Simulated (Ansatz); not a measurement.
# CsSnI3 (Pm-3m)

All numbers below come from Ansatz 0.2.0, DFT r2SCAN, scalar-relativistic, plane waves, PAW.

Plane waves to 500 eV, a k mesh through Γ of 6×6×6 on the computed 5-atom cell and Gaussian smearing (0.02 eV); no spin polarisation.

The structure is relaxed at this level of theory with its symmetry kept.

Symmetry: Pm-3m, No. 221, cubic system. The conventional cell has a = 6.224 Å, b = 6.224 Å, c = 6.224 Å, α = 90.00°, β = 90.00°, γ = 90.00°. Around Cs (site symmetry m-3m) lie 12 I at 4.40 Å. Around Sn (site symmetry m-3m) lie 6 I at 3.11 Å. I (site symmetry 4/mmm) has 2 Sn at 3.11 Å as nearest neighbours.

* Volume per atom: 48.23 Å³
* Formation energy from the elements' standard states (uncorrected): -1.053 eV/atom
* Generalised Kohn–Sham band gap: 0.46 eV, direct at R
* Löwdin character of the top 1 eV of the valence band: I 5p 51 %, Sn 5s 27 %, Sn 5p 18 %
* Löwdin character of the lowest 1 eV of the conduction band: Sn 5p 75 %, I 5p 11 %, unprojected 6 %
* Electron masses at the edge by Cartesian direction of the standard setting (m_e; degenerate bands sorted by energy; no spin-orbit coupling): x: 0.78, 0.78, 0.034; y: 0.78, 0.78, 0.034; z: 0.78, 0.78, 0.034
* Hole masses at the edge by Cartesian direction of the standard setting (m_e; degenerate bands sorted by energy; no spin-orbit coupling): x: 0.045; y: 0.045; z: 0.045
* Bulk modulus: 17.5 GPa
* Its pressure derivative: 4.7
* Bader charges (e): Cs (1 in the cell) 0.88, Sn (1 in the cell) 0.97, I (3 in the cell) -0.62

Spin-orbit coupling is left out, which matters for the bands of heavy elements.

Symmetry holds off the tilts and polar distortions that many cubic perovskites undergo.